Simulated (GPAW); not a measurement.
## WC (Qusongite): single point with PBE

WC (Qusongite):

```
W C
1.0
     2.90650    0.00000    0.00000
    -1.45325    2.51710    0.00000
     0.00000    0.00000    2.83660
W C
1 1
Direct
  0.00000 0.00000 0.00000
  0.66667 0.33333 0.50000
```

```yaml
Program: GPAW 26.7.0
Task: single point
Functional: PBE
Potentials_or_basis: GPAW PAW data sets (gpaw-data 1.2.1)
Cutoff: 800 eV
Basis: pw
k_mesh: 10 × 10 × 9
Occupations: gaussian, width 0.028 eV
Spin: no spin polarisation
Maxiter: 150
```

The pressure is 5.4 GPa and the band gap on the k mesh is none (metal or under the smearing width).

Stress tensor (GPa, compression positive):
```
5.62 0.00 0.00
0.00 5.62 0.00
0.00 0.00 4.85
```

Levels at points of the mesh, in eV from the Fermi level:
| k point | band 7 | band 8 | band 9 | band 10 | band 11 | band 12 |
| --- | --- | --- | --- | --- | --- | --- |
| (0.00, 0.00, 0.00) | -3.34 | -3.34 | 0.07 | 3.22 | 3.22 | 5.61 |
| (0.50, 0.50, 0.00) | -3.62 | -3.57 | -0.48 | 2.33 | 4.52 | 4.87 |

It took 22 s on 1 thread of Arm Neoverse V1 (shared host), peak memory 0.17 GiB.

Spin-orbit coupling is left out, which matters for the levels of W.
